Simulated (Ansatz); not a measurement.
Band table of SiC

```
Si C
1.0
     3.08622    0.00000    0.00000
    -1.54311    2.67274    0.00000
     0.00000    0.00000    5.06477
Si C
2 2
Direct
  0.33333 0.66667 0.00000
  0.66667 0.33333 0.50000
  0.33333 0.66667 0.38500
  0.66667 0.33333 0.88500
```

Atoms are numbered in the order listed.

The cell comes from COD entry 9008875, which wasn't checked; take it as a given geometry. The listed cell was then made from it by scaling, straining or moving an atom.

These are results of DFT, PBE, all-electron LAPW, scalar-relativistic in Ansatz 0.2.0, not measurements.

Settings: a Γ-centred 15×15×8 k mesh, Fermi–Dirac smearing of 0.08 eV, basis error target 1 meV/atom, no spin polarisation.

Path points, in fractions of the reciprocal vectors: Γ (0.000, 0.000, 0.000), M (0.500, 0.000, 0.000), K (0.333, 0.333, 0.000), A (0.000, 0.000, 0.500), L (0.500, 0.000, 0.500), H (0.333, 0.333, 0.500). Levels in eV from the valence-band top; bands 11 to 20, counted from the lowest band of the run. The gap is 2.34 eV, indirect from Γ to K (0.333, 0.333, 0).

```
# k(1/Å) point b11 b12 b13 b14 b15 b16 b17 b18 b19 b20
0.000 Γ -15.65 -12.18 -8.63 -1.55 -1.55 -0.28 -0.28 0.00 4.53 5.91
0.235 - -15.48 -12.04 -8.48 -2.49 -1.84 -0.91 -0.38 -0.12 5.00 5.99
0.470 - -14.97 -11.61 -8.02 -4.35 -2.44 -2.38 -0.70 -0.55 4.34 6.36
0.705 - -14.14 -11.00 -7.47 -6.08 -4.07 -3.01 -1.39 -1.09 3.42 5.12
0.940 - -13.10 -10.61 -7.92 -6.03 -5.60 -3.39 -2.52 -1.38 2.79 4.40
1.175 M -12.35 -10.89 -7.97 -6.53 -5.40 -3.53 -3.23 -1.49 2.57 4.18
1.311 - -12.30 -10.88 -7.92 -6.50 -5.36 -3.86 -3.24 -1.76 3.04 4.05
1.447 - -12.14 -10.84 -7.75 -6.40 -5.32 -4.55 -3.27 -2.42 3.57 4.20
1.583 - -11.90 -10.81 -7.48 -6.29 -5.76 -4.73 -3.38 -3.20 2.96 5.68
1.718 - -11.57 -10.90 -7.11 -6.39 -6.27 -4.44 -3.85 -3.61 2.50 7.16
1.854 K -11.18 -11.18 -6.88 -6.50 -6.50 -4.09 -4.01 -4.01 2.34 7.94
2.125 - -12.33 -10.50 -7.28 -6.44 -5.32 -5.14 -3.47 -2.91 2.92 6.90
2.397 - -13.67 -10.71 -7.25 -5.90 -5.15 -3.84 -2.32 -1.71 4.31 5.90
2.668 - -14.74 -11.43 -7.83 -4.65 -3.47 -2.34 -1.19 -0.72 5.51 5.54
2.940 - -15.42 -11.99 -8.42 -2.69 -2.02 -1.02 -0.47 -0.16 5.22 5.81
3.211 Γ -15.65 -12.18 -8.63 -1.55 -1.55 -0.28 -0.28 0.00 4.53 5.91
3.335 - -15.60 -12.39 -8.35 -1.53 -1.53 -0.31 -0.31 -0.30 4.58 6.14
3.459 - -15.45 -12.87 -7.63 -1.45 -1.45 -1.07 -0.42 -0.42 4.71 6.51
3.583 - -15.22 -13.43 -6.68 -2.11 -1.32 -1.32 -0.58 -0.58 4.93 6.52
3.708 - -14.89 -13.98 -5.59 -3.26 -1.16 -1.16 -0.77 -0.77 5.24 6.05
3.832 A -14.47 -14.47 -4.44 -4.44 -0.97 -0.97 -0.97 -0.97 5.62 5.62
4.067 - -14.30 -14.30 -4.38 -4.38 -1.70 -1.70 -1.19 -1.19 5.78 5.78
4.302 - -13.81 -13.81 -4.58 -4.58 -2.89 -2.89 -1.69 -1.69 4.83 4.83
4.537 - -13.02 -13.02 -5.97 -5.97 -2.94 -2.94 -2.20 -2.20 3.90 3.90
4.772 - -12.07 -12.07 -7.58 -7.58 -2.55 -2.55 -2.54 -2.54 3.33 3.33
5.007 L -11.49 -11.49 -8.41 -8.41 -2.68 -2.68 -2.33 -2.33 3.14 3.14
5.143 - -11.45 -11.45 -8.37 -8.37 -3.14 -3.14 -2.16 -2.16 3.39 3.39
5.278 - -11.33 -11.33 -8.25 -8.25 -3.97 -3.97 -2.00 -2.00 3.87 3.87
5.414 - -11.16 -11.16 -8.09 -8.09 -4.86 -4.86 -1.88 -1.88 4.29 4.29
5.550 - -10.98 -10.98 -7.95 -7.95 -5.55 -5.55 -1.79 -1.79 4.62 4.62
5.686 H -10.88 -10.88 -7.91 -7.91 -5.81 -5.81 -1.75 -1.75 4.77 4.77
5.957 - -11.43 -11.43 -7.54 -7.54 -5.11 -5.11 -1.96 -1.96 4.60 4.60
6.229 - -12.58 -12.58 -6.27 -6.27 -3.78 -3.78 -2.49 -2.49 4.81 4.81
6.500 - -13.59 -13.59 -4.78 -4.78 -2.95 -2.95 -2.24 -2.24 5.22 5.22
6.771 - -14.25 -14.25 -4.38 -4.38 -1.87 -1.87 -1.29 -1.29 5.84 5.84
7.043 A -14.47 -14.47 -4.44 -4.44 -0.97 -0.97 -0.97 -0.97 5.62 5.62
```
